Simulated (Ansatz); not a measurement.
Run this with Ansatz 0.2.0 through its Python package and show what comes out.

`run_prototypes.py`:
```python
"""Structural preference of C among simple prototypes."""

import warnings

import ansatz as az
import numpy as np
import spglib
from tabulate import tabulate


def sc(first, a):
    return (
        az.Lattice.cubic(a)
        .space_group(221)
        .atom(first, (0, 0, 0))
    )


def bcc(A, a):
    return (
        az.Lattice.bcc(a)
        .space_group(229)
        .atom(A, (0, 0, 0))
        .primitive()
    )


def fcc(first, a):
    return (
        az.Lattice.fcc(a)
        .space_group(225)
        .atom(first, (0, 0, 0))
        .primitive()
    )


def ground_state(name, crystal):
    calc = (
        crystal.calculation()
        .functional("pbe")
        .basis(21 * az.Ha)
        .kpoints(spacing=0.27)
        .occupations("fermi_dirac", width=0.05)
        .stress()
        .band_table()
    )
    calc = calc.relax(force_tolerance=0.03, cell=True)
    return calc.run(threads=1)

def relaxed_twice(name, crystal):
    # the second pass draws mesh and plane waves anew for the relaxed cell
    first = ground_state(name, crystal)
    again = az.Crystal(lattice=az.Lattice.of(first.lattice.cell_ang))
    for site in first.report["lattice"]["sites"]:
        again = again.atom(site["symbol"], site["position_frac"])
    return ground_state(name, again)


def pressure_gpa(outcome):
    return float(np.trace(outcome.report["stress_gpa"]) / 3)


def space_group(outcome):
    sites = outcome.report["lattice"]["sites"]
    kinds = sorted({site["symbol"] for site in sites})
    cell = (outcome.lattice.cell_ang, [site["position_frac"] for site in sites], [kinds.index(site["symbol"]) for site in sites])
    return spglib.get_spacegroup(cell, symprec=0.01)


def volume_per_atom(outcome):
    return abs(np.linalg.det(outcome.lattice.cell_ang)) / len(outcome.lattice.sites)

# a is a first guess in angstrom
warnings.simplefilter("ignore", az.DeckWarning)

phases = {}
phases["sc"] = sc("C", 1.95)
phases["bcc"] = bcc("C", 2.38)
phases["fcc"] = fcc("C", 3.0)

done = {name: relaxed_twice(name, crystal) for name, crystal in phases.items()}

energy = {name: o.report["energy_sigma0_ev"] / len(o.lattice.sites) for name, o in done.items()}
lowest = min(energy.values())
rows = [(name, len(o.lattice.sites), 1000 * (energy[name] - lowest), pressure_gpa(o), space_group(o), volume_per_atom(o)) for name, o in done.items()]
rows.sort(key=lambda row: row[2])
print(tabulate(rows, headers=["phase", "atoms", "dE (meV/atom)", "P (GPa)", "space group", "V (A^3/atom)"], floatfmt=".4f", tablefmt="github"))
```

```console
$ python run_prototypes.py
| phase   |   atoms |   dE (meV/atom) |   P (GPa) | space group   |   V (A^3/atom) |
|---------|---------|-----------------|-----------|---------------|----------------|
| sc      |       1 |          0.0000 |   -0.0002 | Pm-3m (221)   |         5.5649 |
| bcc     |       1 |       1633.9676 |   -0.0389 | Im-3m (229)   |         6.7406 |
| fcc     |       1 |       1847.4074 |   -0.0034 | Fm-3m (225)   |         7.3065 |
```

Reading the output:
- For the metals among these phases the mesh is modest: differences between phases can be off by up to 40 meV an atom.
- Pressure is positive in compression.
- The cells are built on prototypes, so most aren't the phase found in nature. Rows bear the name of their start, and a relaxation keeps or raises the symmetry. Differences under about 40 meV an atom lie within the error of mesh and functional.
- The whole script took 18 s on 1 thread of Arm Neoverse V1 (shared host), peak memory 0.35 GiB.

(Lines on the test bed's own set-up are left out of the output.)
